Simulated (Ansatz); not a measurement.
Base system: RuO2 in the rutile structure (space group P4_2/mnm, No. 136).

```yaml
crystal:
  lattice:
    - [4.47993, 0.00000, 0.00000]
    - [0.00000, 4.47993, 0.00000]
    - [0.00000, 0.00000, 3.10691]
  atoms:
    - { symbol: Ru, position: [0.50000, 0.50000, 0.50000] }
    - { symbol: Ru, position: [0.00000, 0.00000, 0.00000] }
    - { symbol: O, position: [0.80532, 0.80532, 0.50000] }
    - { symbol: O, position: [0.30532, 0.69468, 0.00000] }
    - { symbol: O, position: [0.69468, 0.30532, 0.00000] }
    - { symbol: O, position: [0.19468, 0.19468, 0.50000] }
```

Cartesian axes are those of the cell as printed.

Computed with DFT with r2SCAN, PAW potentials and a 500 eV plane-wave cutoff in Ansatz (an electronic-structure program), no SOC.

Strains are applied to the cell and any free atomic positions relax; under biaxial strain the out-of-plane vector relaxes too.

One change was made to it. Results:

```json
[
 {"quantity": "pressure (mean of the normal stresses, compression positive)", "base": "0.0 GPa", "after": "15.4 GPa"},
 {"quantity": "volume per atom", "base": "10.39 Å³", "after": "9.81 Å³"},
 {"quantity": "band gap", "base": "zero", "after": "zero"}
]
```

Q: Which of these changes matches the shifts?
A) biaxial strain +0.87 %, plane normal [001], relaxed out of plane
B) biaxial strain −4.28 %, plane normal [001], relaxed out of plane
C) biaxial strain −0.71 %, plane normal [001], relaxed out of plane

A: B, biaxial strain −4.28 %, plane normal [001], relaxed out of plane. For comparison, the pressure in the other runs: biaxial strain −0.71 %, plane normal [001], relaxed out of plane gives 2.2 GPa; biaxial strain +0.87 %, plane normal [001], relaxed out of plane gives -2.5 GPa.

Without a gap, meshes like the base's 11×11×15 leave anisotropic stresses uncertain by several tenths of a GPa, and small strain energies with them. No phonon test of stability was made. Seeded moments were not kept for the base. No Hubbard U is applied, and correlation can decide whether such a compound is a metal. The final runs are not spin-polarised.
